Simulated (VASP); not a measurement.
# BaS: single point with PBE

**What was measured.**

A printed reference work, monograph, original work of 1988 reports, for a bulk crystal of BaS at 2 K: band gap 3.806 eV (indirect).

Crystal: BaS.

```
CELL_PARAMETERS angstrom
0.00000 3.19375 3.19375
3.19375 0.00000 3.19375
3.19375 3.19375 0.00000
ATOMIC_POSITIONS crystal
Ba 0.00000 0.00000 0.00000
S 0.50000 0.50000 0.50000
```

```json
{"Program": "VASP 6.6.1", "Task": "single point", "Functional": "PBE", "Potentials or basis": "VASP PAW PBE potentials, release 64 (Ba_sv, S)", "Cutoff": "500 eV", "k mesh": "7 × 7 × 7", "Occupations": "gaussian, width 0.026 eV", "Spin": "no spin polarisation", "Dipole correction": "no", "Further INCAR settings": "ALGO = Normal; EDIFF = 1e-06; NBANDS = 15"}
```

* Pressure: 1.4 GPa
* Band gap on the k mesh: 2.17 eV, indirect (least direct gap 2.31 eV)

Levels at points of the mesh, in eV from the valence-band top:
| k point | band 4 | band 5 | band 6 | band 7 | band 8 | band 9 | band 10 | band 11 | band 12 | band 13 |
| --- | --- | --- | --- | --- | --- | --- | --- | --- | --- | --- |
| (0.00, 0.00, 0.00) | -11.13 | -10.36 | 0.00 | 0.00 | 0.00 | 3.60 | 3.87 | 3.87 | 3.87 | 4.79 |

It took 31 s on 1 thread of Intel Xeon 8259CL, with other jobs on the host, peak memory 0.21 GiB.

Against the measured gap of BaS, 3.806 eV (indirect; 2 K; a printed reference work, monograph, original work of 1988), the calculated 2.17 eV is off by -1.64 eV. Spin-orbit coupling on Ba is left out. The value is that of PBE on a finite k mesh, which can miss the band edges, without temperature or zero-point motion. Semilocal functionals fall short of measured gaps as a rule.

Caveat: spin-orbit coupling is left out, which moves the levels of the heavy elements.
